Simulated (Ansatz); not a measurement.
# GaSb: the cost of one run

Computed with Ansatz 0.2.0 (DFT PBE, scalar-relativistic, plane waves, PAW, unless a step's input says otherwise).

The COD entry's cell or inner coordinates are ideal or old and differ from later refinements, so a difference from it is no clean test against experiment.

16 further runs of the same task are left out: 16 set aside as unsound or not needed.

### 1 The system as given

It takes space group F-43m (No. 216, cubic). The conventional cell has a = 6.214 Å, b = 6.214 Å, c = 6.214 Å, α = 90.00°, β = 90.00°, γ = 90.00°. Around Ga (site symmetry -43m) lie 4 Sb at 2.69 Å. Around Sb (site symmetry -43m) lie 4 Ga at 2.69 Å.

As a file:

```
Ga Sb
1.0
     0.00000    3.10692    3.10692
     3.10692    0.00000    3.10692
     3.10692    3.10692    0.00000
Ga Sb
1 1
Cartesian
  0.0000 0.0000 0.0000
  4.6604 4.6604 4.6604
```

It is the result of an earlier relaxation at this level (volume 29.99 Å³/atom; gap on the mesh: none (metal)).

### 2 Plan of the line

The energy is mapped over volume and the cell's shape.

First coordinate, volume per atom: 7 values from 26.4 to 33.6 Å³. Second coordinate, c/a of the conventional cell: 7 values from 0.923 to 1.083.

Nothing else is relaxed (symmetry fixes all fractional coordinates). Energies count from the relaxed crystal. Points are written as (first, second).

### 3 Grid point (26.4 Å³, 1.000)

File input.yaml:

```yaml
crystal:
  lattice:
    - [0.0, 2.9773103067, 2.9773103067]
    - [2.9773103067, 0.0, 2.9773103067]
    - [2.9773103067, 2.9773103067, 0.0]
  atoms:
    - { symbol: Ga, position: [0.0, 0.0, 0.0] }
    - { symbol: Sb, position: [0.75, 0.75, 0.75] }
basis:
  ecutwfc: 420
kpoints:
  mp_grid: { grid: [14, 14, 14] }
hamiltonian:
  xc: pbe
scf:
  occupations: { method: gaussian, width: 0.15 }
output:
  forces: true
  stress: true
  eigenvalues: true
```

On the command line:

```
$ ansatz run input.yaml --threads 1 --pin off --max-ram 2048MiB --backend cpu --events-out ev --progress --plain --runs-dir out
```

Q: Estimate wall time and peak memory on 1 thread of Intel Xeon 6975P-C (Granite Rapids), shared host.

About 4.1 s, with a peak of 0.43 GiB.
